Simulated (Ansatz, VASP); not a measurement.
**Two plane-wave programs on Co**

File INCAR:

```
SYSTEM = Co
PREC = Accurate
ENCUT = 520
EDIFF = 1E-6
ISMEAR = -1
SIGMA = 0.1
LREAL = .FALSE.
LASPH = .TRUE.
NELM = 100
ALGO = Normal
ISIF = 2
LWAVE = .FALSE.
LCHARG = .FALSE.
GGA = PE
NBANDS = 16
```

KPOINTS

```
regular mesh
0
G
  12 12 12
  0 0 0
```

Contents of POSCAR:

```
Co
1.0
    0.0000000000      2.3951251166      2.3951251166
    2.3951251166      0.0000000000      2.3951251166
    2.3951251166      2.3951251166      0.0000000000
Co
2
Direct
    0.1250000000      0.1250000000      0.1250000000
    0.8750000000      0.8750000000      0.8750000000
```

Input for Ansatz:

```yaml
crystal:
  lattice:
    - [0.0, 2.3951251166, 2.3951251166]
    - [2.3951251166, 0.0, 2.3951251166]
    - [2.3951251166, 2.3951251166, 0.0]
  atoms:
    - { symbol: Co, position: [0.125, 0.125, 0.125] }
    - { symbol: Co, position: [0.875, 0.875, 0.875] }
hamiltonian:
  xc: pbe
  pseudopotentials:
    kind: paw
    azcp:
      Co: "pseudopotentials/Co.paw.azcp"
basis:
  ecutwfc: 420
  fft_grid_basis: typed
kpoints:
  mp_grid: { grid: [12, 12, 12], shift: [0, 0, 0] }
magnetization:
  spin_polarized: false
scf:
  occupations: { method: fermi_dirac, width: 0.1 }
  lower_state_search: "off"
output:
  stress: true
```

Alike in both runs: task single point; functional PBE; k mesh 12 × 12 × 12; occupations fermi-dirac, width 0.1 eV; no spin polarisation.

```csv
,VASP,Ansatz
version,VASP 6.6.1,Ansatz 0.2.0
potentials or method,"VASP PAW PBE potentials, release 64 (Co)","plane waves (420 eV) with PAW, scalar-relativistic"
plane-wave cutoff (eV),520,420
valence electrons in the cell,18,34
```

|  | VASP | Ansatz | Ansatz less VASP |
| --- | --- | --- | --- |
| pressure (GPa) | 11.4 | 13.2 | +1.82 |

The two sets of potentials don't hold the same shells in valence.

Caveats: the run has no spin polarisation, though such a crystal can be magnetic. Spin polarisation is off, so any magnetic state and its effect on volume and gap are missing.
